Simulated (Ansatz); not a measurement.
Si2W in Ansatz: the effect of Hubbard term

Si2W:

```
W Si
1.0
     4.61685    0.00000    0.00000
    -2.30843    3.99831    0.00000
     0.00000    0.00000    6.65322
W Si
3 6
Cartesian
  2.3084 0.0000 3.3266
  1.1542 1.9992 5.5444
  -1.1542 1.9992 1.1089
  1.1332 0.6542 1.1089
  3.4837 0.6542 5.5444
  0.0000 1.3085 3.3266
  1.1753 3.3441 1.1089
  -1.1753 3.3441 5.5444
  2.3084 2.6899 3.3266
```

Measurements of this composition are mostly on another form, of space group No. 139.

Alike in all runs:

| Item | Value |
| --- | --- |
| Program | Ansatz 0.2.0 |
| Task | single point |
| Functional | LDA |
| Potentials or basis | Ansatz PAW |
| Cutoff | 420 eV (not typed: the program's choice for these potentials) |
| k mesh | 5 × 5 × 3 |
| Occupations | fermi-dirac, width 0.05 eV |
| Spin | no spin polarisation |
| Hubbard projectors | ortho-atomic (the default) |
| Double counting | fll (the default) |

```csv
Hubbard term,gap on the mesh (eV),pressure (GPa),largest force (eV/Å)
none,0.40,-9.3,0.07
W d U = 2 eV,0.54,-9.7,0.06
W d U = 3 eV,0.62,-9.9,0.05
W d U = 4 eV,0.72,-10.1,0.04
W d U = 5 eV,0.83,-10.2,0.03
W d U = 6 eV,0.95,-10.3,0.01
W d U = 8 eV,?,?,?
```

What does the run with Hubbard term W d U = 8 eV give?

gap on the mesh 1.16 eV; pressure -10.1 GPa; largest force 0.02 eV/Å.

Worked out: A parabola through the other rows of the gap on the mesh, of slope 0.15 eV per eV there, extrapolates to 1.23 eV, against the run's 1.16. The fit is too stiff a form for this range. A straight line through the other rows of the pressure, of slope -0.17 GPa per eV, extrapolates to -10.7 GPa, against the run's -10.1. The fit is too stiff a form for this range. A straight line through the other rows of the largest force, of slope -0.00971 eV/Å per eV, extrapolates to 0.00 eV/Å, against the run's 0.02. The fit is too stiff a form for this range.

Caveats: odd divisions of the mesh miss points on the zone boundary, where band edges often lie, so the gap on the mesh can be too wide; spin-orbit coupling is left out, which moves the levels of the heavy elements; the PAW data sets come from PBE, with cores solved anew for the run's functional, which leaves a small shift of forces and pressure; the U is typed as a test and isn't derived for this compound (some runs).

A k mesh can miss the band edges.
